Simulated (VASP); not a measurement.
Runs of VASP 6.6.1 on CdTe. It takes space group F-43m (No. 216, cubic). Conventional cell: a = 6.410 Å, b = 6.410 Å, c = 6.410 Å, α = 90.00°, β = 90.00°, γ = 90.00°. Around Cd (site symmetry -43m) lie 4 Te at 2.78 Å. Te (site symmetry -43m) has 4 Cd at 2.78 Å as nearest neighbours. 

```csv
task,cell,k mesh,cutoff (eV),smearing,target pressure,gap on the mesh (eV),pressure (GPa),relaxed volume (Å³/atom)
relaxation of cell and atoms,relaxed,8 × 8 × 8,600,gaussian 0.02 eV,-,0.64,0.0,34.26
relaxation of cell and atoms,relaxed to 20 GPa,8 × 8 × 8,600,gaussian 0.01 eV,20 GPa,(b),20.0,-
single point,"F-43m, 34.16 Å³/atom",8 × 8 × 8,520,gaussian 0.02 eV,-,0.65,0.2,-
single point,"F-43m, 32.92 Å³/atom",6 × 6 × 6,520,gaussian 0.1 eV,-,0.76,1.9,-
single point,cell and atoms relaxed tightly for response,8 × 8 × 8,520,gaussian 0.01 eV,-,0.65,0.2,-
relaxation of cell and atoms,relaxed from: cell and atoms relaxed tightly for response,8 × 8 × 8,600,gaussian 0.01 eV,-,0.64,0.0,34.26
single point,"F-43m, 26.35 Å³/atom",8 × 8 × 8,520,gaussian 0.01 eV,-,1.45,(a),-
```

Alike in all rows: level PBEsol; potentials or basis VASP PAW PBE potentials, release 64 (Cd, Te); no spin polarisation.

**Question.** Fill in the values left out.

**Answer.** (a) 20.5; (b) 1.44.

Caveats: spin-orbit coupling is left out, which moves the levels of the heavy elements; the PAW data sets were made with another functional, which shifts forces and pressure a little (some runs); the cell is relaxed towards a set pressure, so the enthalpy falls and the energy may rise (some runs); the volume moved by over 15 % at a fixed basis, so the end points are rough (some runs); so large a pressure means that the cell lies far from this level's equilibrium, or that cutoff or potentials fall short (some runs); the potentials were made for another functional, which shifts forces and pressure (some runs).

A k mesh can miss the band edges, and the runs leave out spin-orbit coupling on Cd, Te.
